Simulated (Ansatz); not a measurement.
An Ansatz input and the part of its output that reports the observables at the nuclei.

The cell is a structure deposited in the COD, relaxed with PBE at fixed cell and then changed (volume scaled by 1.02, ions relaxed).

```yaml
crystal:
  lattice:
    - [0.0, 2.299362825, 2.299362825]
    - [2.299362825, 0.0, 2.299362825]
    - [2.299362825, 2.299362825, 0.0]
  atoms:
    - { symbol: Zr, position: [0.0, 0.0, 0.0] }
    - { symbol: "N", position: [0.5, 0.5, 0.5] }
kpoints:
  mp_grid: { grid: [18, 18, 18] }
scf:
  occupations: { method: fermi_dirac, width: 0.05 }
hamiltonian:
  xc: pbe
  pseudopotentials: { kind: paw }
output:
  forces: true
  stress: true
  populations: true
  efg:
    quadrupole_moments_barn: { Zr: -0.176, "N": 0.02044 }
    contact_densities: true
relax:
  f_tol: 0.02
  max_steps: 60
```

```sh
ansatz run input.yaml --threads 1 --pin off --max-ram 3072MiB --backend cpu --events-out ev --progress --plain --runs-dir out
```

The run relaxes the ions first, and the block belongs to the relaxed positions.

Of the output, the block on the nuclei alone is shown; the set-up, the SCF iterations, energies, forces and stress are cut. One atom of each set with nearly equal values is shown.

```
--- PAW observables at the nuclei: V_zz in 10²¹ V/m², potentials from the cell's mean, atoms counted from 1 ---
  atom   1  Zr V_zz =    -0.000000   η = 0.0000   by run symmetry: forbidden   C_q = +0.0000 MHz
            electrostatic potential = -5931.090790 V   contact ρ = 490514.962272 e/Å³
  atom   2  N  V_zz =    +0.000000   η = 0.0000   by run symmetry: forbidden   C_q = +0.0000 MHz
            electrostatic potential = -523.657004 V   contact ρ = 1414.925779 e/Å³
```

The relaxation (1 step) took 4.6 s of wall time (4.5 s of CPU time) and 0.46 GiB at its peak, on 1 thread of Intel Xeon Platinum 8488C (Sapphire Rapids) (x86_64; 16 cores open to the job, memory cap 3.0 GiB, no GPU), a shared host with a load of 0.4 a core.
